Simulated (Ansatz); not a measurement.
Input and command of a plane-wave DFT calculation in Ansatz:

```yaml
crystal:
  lattice:
    - [0.0, 0.0, -2.793324547]
    - [-2.5630127535, -2.5630127535, -1.3966622735]
    - [-10.2520510141, 10.2520510141, -0.5586649094]
  atoms:
    - { symbol: Ge, position: [0.4875, 0.5, 0.0625] }
    - { symbol: Ge, position: [-0.1625, 0.5, 0.8125] }
    - { symbol: Ge, position: [0.3875, 0.5, 0.5625] }
    - { symbol: Ge, position: [-0.0625, 0.5, 0.3125] }
    - { symbol: Ge, position: [-0.0375, 1.0, 0.1875] }
    - { symbol: Ge, position: [0.3125, 1.0, 0.9375] }
    - { symbol: Ge, position: [-0.1375, 1.0, 0.6875] }
    - { symbol: Ge, position: [0.4125, 1.0, 0.4375] }
basis:
  ecutwfc: 420
kpoints:
  mp_grid: { grid: [22, 16, 4] }
hamiltonian:
  xc: pbesol
scf:
  occupations: { method: gaussian, width: 0.15 }
output:
  forces: true
  stress: true
  eigenvalues: true
```

```bash
ansatz run input.yaml --threads 2 --pin off --max-ram 5120MiB --backend cpu --events-out ev --progress --plain --runs-dir out
```

Processor: AMD EPYC 9R45 96-Core Processor (Zen 5), 2 threads, on a host shared with other jobs.

**Question.** Estimate time, memory and problem size.

**Answer.** About 62 s on 2 threads of AMD EPYC 9R45 96-Core Processor (Zen 5), with other jobs on the host, peak memory 3.9 GiB. It solves 68 bands at 708 k points (the mesh reduced by symmetry) with about 2903 plane waves, in 8 SCF iterations.
